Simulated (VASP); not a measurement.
# CaF2 (Fm-3m) in VASP: notebook

The runs below take CaF2 through single point, relaxation of cell and atoms, with PBE.

All numbers are computed with VASP 6.6.1; they aren't measurements. Logs are shortened: lines on timing, memory, paths and dates and some standing lists are left out, and cuts for length are marked.

## 1. The crystal as given

Symmetry: Fm-3m, No. 225, cubic system. Conventional cell: a = 5.510 Å, b = 5.510 Å, c = 5.510 Å, α = 90.00°, β = 90.00°, γ = 90.00°. Ca (site symmetry m-3m) is surrounded by 8 F at 2.39 Å. Around F (site symmetry -43m) lie 4 Ca at 2.39 Å.

## 2. Single point, PBE

The input, INCAR:

```
  ALGO = Fast
  EDIFF = 1E-6
  ENCUT = 520
  GGA = PE
  ISIF = 2
  ISMEAR = 0
  LASPH = T
  LCHARG = F
  LREAL = F
  LWAVE = F
  NBANDS = 19
  NELM = 100
  PREC = Accurate
  SIGMA = 0.02
```

The input, KPOINTS:

```
k-points
0
Gamma
  8 8 8
```

The input, POSCAR:

```
CaF2
1.0
    0.0000000000      2.7552132748      2.7552132748
    2.7552132748      0.0000000000      2.7552132748
    2.7552132748      2.7552132748      0.0000000000
Ca F
1 2
Direct
    0.0000000000      0.0000000000      0.0000000000
    0.2500000000      0.2500000000      0.2500000000
    0.7500000000      0.7500000000      0.7500000000
```

Potentials or basis: VASP PAW PBE potentials, release 64 (Ca_sv, F).

The run is started by

```console
$ cat potpaw_PBE.64/Ca_sv/POTCAR potpaw_PBE.64/F/POTCAR > POTCAR
$ mpirun -np 1 vasp_std > vasp.out
```

OUTCAR:

```text
EDIFF = 1E-6
   ENCUT = 520
   GGA = PE
   ISIF = 2
   ISMEAR = 0
   LASPH = T
   LREAL = F
   NELM = 100
   PREC = Accurate

 ion  position               nearest neighbor table
   1  0.000  0.000  0.000-   2 2.39   3 2.39   3 2.39   3 2.39   3 2.39   2 2.39   2 2.39   2 2.39

   2  0.250  0.250  0.250-   1 2.39   1 2.39   1 2.39   1 2.39
   3  0.750  0.750  0.750-   1 2.39   1 2.39   1 2.39   1 2.39

  LATTYP: Found a face centered cubic cell.
 ALAT       =     5.5104265496

  Lattice vectors:

 A1 = (   0.0000000000,   2.7552132748,   2.7552132748)
 A2 = (   2.7552132748,   0.0000000000,   2.7552132748)
 A3 = (   2.7552132748,   2.7552132748,   0.0000000000)

Analysis of symmetry for initial positions (statically):
=====================================================================
 Subroutine PRICEL returns:
 Original cell was already a primitive cell.

 Routine SETGRP: Setting up the symmetry group for a
 face centered cubic supercell.

 Subroutine GETGRP returns: Found 48 space group operations
 (whereof 48 operations were pure point group operations)
 out of a pool of 48 trial point group operations.

The static configuration has the point symmetry O_h .

Analysis of symmetry for dynamics (positions and initial velocities):
=====================================================================
 Subroutine PRICEL returns:
 Original cell was already a primitive cell.

 Routine SETGRP: Setting up the symmetry group for a
 face centered cubic supercell.

 Subroutine GETGRP returns: Found 48 space group operations
 (whereof 48 operations were pure point group operations)
 out of a pool of 48 trial point group operations.

The dynamic configuration has the point symmetry O_h .

 Subroutine INISYM returns: Found 48 space group operations
 (whereof 48 operations are pure point group operations),
 and found     1 'primitive' translations

----------------------------------------------------------------------------------------

                                     Primitive cell

  volume of cell :      41.8308

  direct lattice vectors                    reciprocal lattice vectors
     0.000000000  2.755213275  2.755213275    -0.181474155  0.181474155  0.181474155
     2.755213275  0.000000000  2.755213275     0.181474155 -0.181474155  0.181474155
     2.755213275  2.755213275  0.000000000     0.181474155  0.181474155 -0.181474155

  length of vectors
     3.896459980  3.896459980  3.896459980     0.314322456  0.314322456  0.314322456

  position of ions in fractional coordinates (direct lattice)
     0.000000000  0.000000000  0.000000000
     0.250000000  0.250000000  0.250000000
     0.750000000  0.750000000  0.750000000

  ion indices of the primitive-cell ions
   primitive index   ion index
                 1           1
                 2           2
                 3           3

----------------------------------------------------------------------------------------

 KPOINTS: k-points

Automatic generation of k-mesh.
 Grid dimensions read from file:
 generate k-points for:    8    8    8

 Generating k-lattice:

  Cartesian coordinates                     Fractional coordinates (reciprocal lattice)
    -0.022684269  0.022684269  0.022684269     0.125000000  0.000000000  0.000000000
     0.022684269 -0.022684269  0.022684269     0.000000000  0.125000000  0.000000000
     0.022684269  0.022684269 -0.022684269     0.000000000  0.000000000  0.125000000

  Length of vectors
     0.039290307  0.039290307  0.039290307

  Shift w.r.t. Gamma in fractional coordinates (k-lattice)
     0.000000000  0.000000000  0.000000000

 Subroutine IBZKPT returns following result:
 ===========================================

 Found     29 irreducible k-points:

 Following reciprocal coordinates:
            Coordinates               Weight
  0.000000  0.000000  0.000000      1.000000
  0.125000  0.000000  0.000000      8.000000
  0.250000  0.000000  0.000000      8.000000
  0.375000  0.000000  0.000000      8.000000
  0.500000  0.000000  0.000000      4.000000
  0.125000  0.125000  0.000000      6.000000
[... 16 lines left out ...]
  0.500000  0.250000  0.125000     48.000000
 -0.375000  0.250000  0.125000     24.000000
 [... further k-points ...]
   k-points           NKPTS =     29   k-points in BZ     NKDIM =     29   number of bands    NBANDS=     19
   number of dos      NEDOS =    301   number of ions     NIONS =      3
   total plane-waves  NPLWV =  27000
   dimension x,y,z NGX =    30 NGY =   30 NGZ =   30
   dimension x,y,z NGXF=    60 NGYF=   60 NGZF=   60
   ions per type =               1   2
   NGX,Y,Z   is equivalent  to a cutoff of  12.80, 12.80, 12.80 a.u.
   NGXF,Y,Z  is equivalent  to a cutoff of  25.60, 25.60, 25.60 a.u.
 SYSTEM =  unknown system
   PREC   = accura    normal or accurate (medium, high low for compatibility)
   ISTART =      0    job   : 0-new  1-cont  2-samecut
   ICHARG =      2    charge: 1-file 2-atom 10-const
   ISPIN  =      1    spin polarized calculation?
   LNONCOLLINEAR =      F non collinear calculations
   LSORBIT =      F    spin-orbit coupling
   LASPH  =      T    aspherical Exc in radial PAW
   ENCUT  =  520.0 eV  38.22 Ry    6.18 a.u.   7.24  7.24  7.24*2*pi/ulx,y,z
   NELM   =    100;   NELMIN=  2; NELMDL= -5     # of ELM steps
   EDIFF  = 0.1E-05   stopping-criterion for ELM
   LREAL  =      F    real-space projection
   EDIFFG = 0.1E-04   stopping-criterion for IOM
   NSW    =      0    number of steps for IOM
   IBRION =     -1    ionic relax: 0-MD 1-quasi-New 2-CG
   NFREE  =      0    steps in history (QN), initial steepest desc. (CG)
   ISIF   =      2    stress and relaxation
   ISYM   =      2    0-nonsym 1-usesym 2-fastsym
   POTIM  = 0.5000    time-step for ionic-motion
   TEBEG  =    0.0;   TEEND  =   0.0 temperature during run
   PSTRESS=    0.0 pullay stress
   NELECT =      24.0000    total number of electrons
   NUPDOWN=      -1.0000    fix difference up-down
   EMIN   =  10.00;   EMAX   =-10.00  energy-range for DOS
   EFERMI =   0.00;   METHOD = LEGACY
   ISMEAR =     0;   SIGMA  =   0.02  broadening in eV -4-tet -1-fermi 0-gaus
   EFERMI_NEDOS =   21; number of points for ismear=-14 and -15
   IALGO  =     68    algorithm
   IMIX   =      4    mixing-type and parameters
     AMIX     =   0.40;   BMIX     =  1.00
     AMIX_MAG =   1.60;   BMIX_MAG =  1.00
  volume/ion in A,a.u.               =      13.94        94.10
  Fermi-wavevector in a.u.,A,eV,Ry     =   1.360338  2.570665 25.177830  1.850518
  Thomas-Fermi vector in A             =   2.487008
   LORBIT       =      0    0 simple, 1 ext, 2 COOP (PROOUT), +10 PAW based schemes
   GGA     = PE    functional components
   LHFCALC =     F    Hartree Fock is set to
   AEXX    =    0.0000 exact exchange contribution
   IVDW    =     0    specifies the selected vdW correction
   LEPSILON=     F    determine dielectric tensor
   LRPA    =     F    only Hartree local field effects (RPA)
 non-spin polarized calculation
 RMM-DIIS sequential band-by-band and
 Gauss-broadening in eV      SIGMA  =   0.02
  energy-cutoff  :      520.00
  volume of cell :       41.83
 maximum number of plane-waves:      1158
 NGX is ok and might be reduce to    30
   NGX = 15   NGY = 15   NGZ = 15

 number of electron      23.9999996 magnetization

 Free energy of the ion-electron system (eV)
  ---------------------------------------------------
  ext. energy  EPLUGINS =         0.00000000
  ---------------------------------------------------
  free energy    TOTEN  =       -17.34028497 eV

  energy without entropy =      -17.34028497  energy(sigma->0) =      -17.34028497

 E-fermi :  -0.8851     XC(G=0):  -9.5007

 val. band max:       -1.1067429758   @ k =   0.5000   0.5000   0.0000
 cond. band min:       6.0149951126   @ k =   0.0000   0.0000   0.0000
 fundamental gap:      7.1217380884
 Fermi energy:        -0.8851421264

 k-point     1 :       0.0000    0.0000    0.0000
  band No.  band energies     occupation
      1     -37.2622      2.00000
      2     -20.9779      2.00000
      3     -20.2451      2.00000
      4     -18.2010      2.00000
      5     -18.2010      2.00000
      6     -18.2010      2.00000
[... 11 lines left out ...]
     18       9.9112      0.00000
     19      15.6178      0.00000

 k-point     2 :       0.1250    0.0000    0.0000
  band No.  band energies     occupation
      1     -37.2580      2.00000
      2     -21.0148      2.00000
      3     -20.2825      2.00000
      4     -18.2064      2.00000
      5     -18.2064      2.00000
      6     -18.1353      2.00000
[... 11 lines left out ...]
     18       9.8741      0.00000
     19      14.8983      0.00000

 k-point     3 :       0.2500    0.0000    0.0000
  band No.  band energies     occupation
      1     -37.2478      2.00000
      2     -21.0778      2.00000
      3     -20.4018      2.00000
      4     -18.2196      2.00000
      5     -18.2196      2.00000
      6     -17.9706      2.00000
[... 11 lines left out ...]
     18       9.7846      0.00000
     19      13.6111      0.00000

 k-point     4 :       0.3750    0.0000    0.0000
  band No.  band energies     occupation
      1     -37.2377      2.00000
      2     -21.1005      2.00000
      3     -20.5624      2.00000
      4     -18.2327      2.00000
      5     -18.2327      2.00000
      6     -17.8013      2.00000
[... 407 lines left out ...]
     18       9.9081      0.00000
     19      14.0704      0.00000

 k-point    23 :       0.5000    0.2500    0.1250
  band No.  band energies     occupation
      1     -37.2321      2.00000
      2     -21.0916      2.00000
      3     -20.6796      2.00000
      4     -18.2535      2.00000
      5     -18.0933      2.00000
      6     -17.8306      2.00000
[... 11 lines left out ...]
     18      10.5698      0.00000
     19      13.3620      0.00000

 k-point    24 :      -0.3750    0.2500    0.1250
  band No.  band energies     occupation
      1     -37.2287      2.00000
      2     -21.0280      2.00000
      3     -20.8118      2.00000
      4     -18.2601      2.00000
      5     -18.0497      2.00000
      6     -17.8102      2.00000
[... 11 lines left out ...]
     18      11.2231      0.00000
     19      12.7696      0.00000

 [... further k-points ...]

------------------------ aborting loop because EDIFF is reached ----------------------------------------

  FORCE on cell =-STRESS in cart. coord.  units (eV):
  Direction    XX          YY          ZZ          XY          YZ          ZX
  --------------------------------------------------------------------------------------
  -------------------------------------------------------------------------------------
  Total        0.0575129      0.0575129      0.0575129      0.0000000      0.0000000     -0.0000000
  in kB        2.2028243      2.2028243      2.2028243      0.0000000      0.0000000     -0.0000000
  external PRESSURE =       2.2028243 kB  Pullay stress =       0.0000000 kB

 VOLUME and BASIS-vectors are now :
 -----------------------------------------------------------------------------
  energy-cutoff  :      520.00
  volume of cell :       41.83
      direct lattice vectors                 reciprocal lattice vectors
     0.000000000  2.755213275  2.755213275    -0.181474155  0.181474155  0.181474155
     2.755213275  0.000000000  2.755213275     0.181474155 -0.181474155  0.181474155
     2.755213275  2.755213275  0.000000000     0.181474155  0.181474155 -0.181474155

 POSITION                                       TOTAL-FORCE (eV/Angst)
 -----------------------------------------------------------------------------------
      0.00000      0.00000      0.00000         0.000000     -0.000000      0.000000
      1.37761      1.37761      1.37761        -0.000000     -0.000000     -0.000000
      4.13282      4.13282      4.13282         0.000000      0.000000      0.000000
 -----------------------------------------------------------------------------------
    total drift:                                0.000000     -0.000000      0.000000

  FREE ENERGIE OF THE ION-ELECTRON SYSTEM (eV)
  ---------------------------------------------------
  free  energy   TOTEN  =       -17.3402849700 eV

  energy  without entropy=      -17.3402849700  energy(sigma->0) =      -17.34028497
```

Wall time 47 s (1 thread of AMD EPYC 7R43 (Zen 3), shared host); peak memory 0.13 GiB.

What came out:

```yaml
Free_energy: -17.3403 eV
Pressure: 0.2 GPa
Band_gap_on_the_k_mesh: 7.12 eV, indirect (least direct gap 7.37 eV)
```

Levels at points of the mesh, in eV from the valence-band top:
| k point | band 8 | band 9 | band 10 | band 11 | band 12 | band 13 | band 14 | band 15 | band 16 | band 17 |
| --- | --- | --- | --- | --- | --- | --- | --- | --- | --- | --- |
| (0.00, 0.00, 0.00) | -2.03 | -2.03 | -0.25 | -0.25 | -0.25 | 7.12 | 9.06 | 9.06 | 11.02 | 11.02 |
| (0.50, 0.00, 0.00) | -1.45 | -1.26 | -1.20 | -0.82 | -0.82 | 9.26 | 9.26 | 9.57 | 10.60 | 10.76 |
| (0.50, 0.50, 0.00) | -1.61 | -1.61 | -0.35 | -0.35 | 0.00 | 8.04 | 9.36 | 9.94 | 10.69 | 10.69 |

A k mesh can miss the band edges.

## 3. Relaxation of cell and atoms, PBE

This run uses another cell than the first one, of 13.58 Å³/atom, 0.974 times its volume.

The input, INCAR:

```
SYSTEM = CaF2
ALGO = Normal ; EDIFF = 1E-7
EDIFFG = -0.005 ; ENCUT = 600
GGA = PE ; IBRION = 2
ISIF = 3 ; ISMEAR = 0
LASPH = .TRUE. ; LCHARG = .FALSE.
LREAL = .FALSE. ; LWAVE = .FALSE.
NELM = 100 ; NSW = 100
PREC = Accurate ; SIGMA = 0.02
```

The input, KPOINTS:

```
k-points
0
G
  8 8 8
  0 0 0
```

The input, POSCAR:

```
CaF2
1.0
    0.0000000000      2.7310000000      2.7310000000
    2.7310000000      0.0000000000      2.7310000000
    2.7310000000      2.7310000000      0.0000000000
Ca F
1 2
Direct
    0.0000000000      0.0000000000      0.0000000000
    0.2500000000      0.2500000000      0.2500000000
    0.7500000000      0.7500000000      0.7500000000
```

Potentials or basis: VASP PAW PBE potentials, release 64 (Ca_sv, F).

The run is started by

```console
$ cat potpaw_PBE.64/Ca_sv/POTCAR potpaw_PBE.64/F/POTCAR > POTCAR
$ mpirun -np 1 vasp_std > vasp.out
```

It took 65 s on 1 thread of AMD EPYC 7R43 (Zen 3), shared host; peak memory 0.16 GiB.

Results (log left out):

```
Free energy                            : -17.3418 eV
Relaxed volume                         : 13.98 Å³/atom
Relaxed cell                           : a = 3.899 Å, b = 3.899 Å, c = 3.899 Å, α = 60.00°, β = 60.00°, γ = 60.00°
Space group after relaxing (to 0.05 Å) : Fm-3m (No. 225)
Energy gained by relaxing              : 2.8 meV/atom
Ionic steps                            : 2
Pressure after relaxing                : 0.0 GPa
Band gap on the k mesh                 : 7.11 eV, indirect (least direct gap 7.36 eV)
```

Step by step:
```tsv
step	energy change (eV)	largest force (eV/Å)	pressure (GPa)	volume (Å³)
1	0.0000	0.0000	2.36	40.74
2	-0.0084	0.0000	-0.02	41.93
```

Final structure:
```xyz
3
Lattice="0.0000 2.7573 2.7573 2.7573 0.0000 2.7573 2.7573 2.7573 0.0000" Properties=species:S:1:pos:R:3 pbc="T T T"
Ca    2.7573    0.0000    2.7573
F     1.3787    1.3787    1.3787
F     4.1359    4.1359    4.1359
```

Levels at points of the mesh, in eV from the valence-band top:
```
           k point  band 9  band 10  band 11  band 12  band 13  band 14  band 15  band 16
(0.00, 0.00, 0.00)   -2.02    -0.25    -0.25    -0.25     7.11     9.05     9.05    11.00
(0.50, 0.00, 0.00)   -1.26    -1.20    -0.82    -0.82     9.25     9.25     9.56    10.59
(0.50, 0.50, 0.00)   -1.60    -0.35    -0.35     0.00     8.03     9.35     9.93    10.67
```

A k mesh can miss the band edges. Zero-point motion and thermal expansion aren't in these numbers.

## 4. Single point, PBE

This run uses another cell than the first one, of 13.58 Å³/atom, 0.974 times its volume.

The input, INCAR:

```
ALGO     = Normal         # electronic algorithm
EDIFF    = 1E-6           # SCF threshold, eV
ENCUT    = 520            # plane-wave cutoff, eV
GGA      = PE             # functional
ISIF     = 2              # what is computed and relaxed
ISMEAR   = 0              # smearing method
LASPH    = True           # aspherical terms in the spheres
LCHARG   = False          # write CHGCAR
LREAL    = False          # projectors in reciprocal space
LWAVE    = False          # write WAVECAR
NBANDS   = 19             # bands
NELM     = 100            # most SCF steps
PREC     = Accurate       # precision mode
SIGMA    = 0.1            # smearing width, eV
```

The input, KPOINTS:

```
k-points
0
Gamma
  6 6 6
```

POSCAR is that of step 3.

The run is started by

```console
$ cat potpaw_PBE.64/Ca_sv/POTCAR potpaw_PBE.64/F/POTCAR > POTCAR
$ mpirun -np 1 vasp_std > vasp.out
```

It took 18 s on 1 thread of AMD EPYC 7R43 (Zen 3), shared host; peak memory 0.13 GiB.

It converged, with:

* Free energy: -17.3288 eV
* Pressure: 2.5 GPa
* Band gap on the k mesh: 7.28 eV, indirect (least direct gap 7.53 eV)

Levels at points of the mesh, in eV from the valence-band top:
```
           k point  band 8  band 9  band 10  band 11  band 12  band 13  band 14  band 15  band 16  band 17
(0.00, 0.00, 0.00)   -2.11   -2.11    -0.26    -0.26    -0.26     7.28     9.17     9.17    11.23    11.23
(0.50, 0.00, 0.00)   -1.51   -1.29    -1.24    -0.84    -0.84     9.38     9.38     9.74    10.73    10.95
(0.50, 0.50, 0.00)   -1.65   -1.65    -0.37    -0.37     0.00     8.12     9.52    10.08    10.87    10.87
```

A k mesh can miss the band edges. A hybrid or GW would open this gap; PBE tends to underestimate it.

## 5. Single point, PBE

The input, INCAR:

```
SYSTEM = CaF2
PREC = Accurate
ENCUT = 520
EDIFF = 1E-6
ISMEAR = 0
SIGMA = 0.02
LREAL = .FALSE.
LASPH = .TRUE.
NELM = 100
ALGO = Normal
ISIF = 2
LWAVE = .FALSE.
LCHARG = .FALSE.
GGA = PE
NBANDS = 19
```

The input, KPOINTS:

```
regular mesh
0
G
  8 8 8
  0 0 0
```

The input, POSCAR:

```
CaF2
1.0
    0.0000000000      2.7552135004      2.7552135004
    2.7552135004      0.0000000000      2.7552135004
    2.7552135004      2.7552135004      0.0000000000
Ca F
1 2
Direct
    0.0000000000      0.0000000000      0.0000000000
    0.2500000000      0.2500000000      0.2500000000
    0.7500000000      0.7500000000      0.7500000000
```

The run is started by

```console
$ cat potpaw_PBE.64/Ca_sv/POTCAR potpaw_PBE.64/F/POTCAR > POTCAR
$ mpirun -np 1 vasp_std > vasp.out
```

It took 32 s on 1 thread of AMD EPYC 7R43 (Zen 3), shared host; peak memory 0.14 GiB.

The run converged. Its results:

```yaml
Free_energy: -17.3403 eV
Pressure: 0.3 GPa
Band_gap_on_the_k_mesh: 7.12 eV, indirect (least direct gap 7.37 eV)
```

Levels at points of the mesh, in eV from the valence-band top:
```csv
k point,band 9,band 10,band 11,band 12,band 13,band 14,band 15,band 16
"(0.00, 0.00, 0.00)",-2.03,-0.25,-0.25,-0.25,7.12,9.06,9.06,11.02
"(0.50, 0.00, 0.00)",-1.26,-1.20,-0.82,-0.82,9.26,9.26,9.57,10.60
"(0.50, 0.50, 0.00)",-1.61,-0.35,-0.35,0.00,8.04,9.36,9.94,10.69
```

A k mesh can miss the band edges. PBE gaps usually lie below the measured ones, often by a third to a half.

## 6. The runs side by side

| task | cell | k mesh | cutoff (eV) | smearing | gap on the mesh (eV) | pressure (GPa) |
| --- | --- | --- | --- | --- | --- | --- |
| single point | Fm-3m, 13.94 Å³/atom | 8 × 8 × 8 | 520 | gaussian 0.02 eV | 7.12 | 0.3 |
| relaxation of cell and atoms | relaxed | 8 × 8 × 8 | 600 | gaussian 0.02 eV | 7.11 | 0.0 |
| single point | Fm-3m, 13.58 Å³/atom | 6 × 6 × 6 | 520 | gaussian 0.1 eV | 7.28 | 2.5 |

Alike in all rows: level PBE; potentials or basis VASP PAW PBE potentials, release 64 (Ca_sv, F); no spin polarisation.

Total energies depend on the potentials used, so only differences within one code and one set of settings carry meaning.
